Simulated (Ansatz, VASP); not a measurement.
## Pb: VASP beside Ansatz

INCAR

```
PREC = Accurate
ENCUT = 520
EDIFF = 1E-7
ISMEAR = -1
SIGMA = 0.1
LREAL = False
LASPH = True
NELM = 100
ALGO = Normal
ISIF = 2
LWAVE = False
LCHARG = False
GGA = PS
NBANDS = 13
```

Contents of KPOINTS:

```
regular mesh
0
Gamma
  13 13 13
```

POSCAR

```
Pb
1.0
   -1.9813512270      1.9813512270      1.9813512270
    1.9813512270     -1.9813512270      1.9813512270
    1.9813512270      1.9813512270     -1.9813512270
Pb
1
Direct
    0.0000000000      0.0000000000      0.0000000000
```

Input for Ansatz:

```yaml
crystal:
  lattice:
    - [-1.981351227, 1.981351227, 1.981351227]
    - [1.981351227, -1.981351227, 1.981351227]
    - [1.981351227, 1.981351227, -1.981351227]
  atoms:
    - { symbol: Pb, position: [0.0, 0.0, 0.0] }
hamiltonian:
  xc: pbesol
  pseudopotentials:
    kind: paw
    azcp:
      Pb: "pseudopotentials/Pb.paw.azcp"
basis:
  ecutwfc: 420
  fft_grid_basis: typed
kpoints:
  mp_grid: { grid: [13, 13, 13], shift: [0, 0, 0] }
magnetization:
  spin_polarized: false
scf:
  occupations: { method: fermi_dirac, width: 0.1 }
  lower_state_search: "off"
output:
  stress: true
  write_density: true
  write_potential: true
  elf: true
  volumetric_format: npy
```

Alike in both runs: task single point; functional PBEsol; k mesh 13 × 13 × 13; occupations fermi-dirac, width 0.1 eV; no spin polarisation.

|  | VASP | Ansatz |
| --- | --- | --- |
| version | VASP 6.6.1 | Ansatz 0.2.0 |
| potentials or method | VASP PAW PBE potentials, release 64 (Pb_d) | plane waves (420 eV) with PAW, scalar-relativistic |
| plane-wave cutoff (eV) | 520 | 420 |
| valence electrons in the cell | 14 | 14 |

Ansatz gave:

| Quantity | Value |
| --- | --- |
| pressure (GPa) | -1.7 |

Q: What did VASP give for the same quantities?

A: Pressure (GPa): -1.8.

Ansatz warned: «pseudo_functional_mismatch».

Caveats: the PAW data sets were made with another functional, which shifts forces and pressure a little (VASP). Spin-orbit coupling is left out, which matters for the levels of Pb.
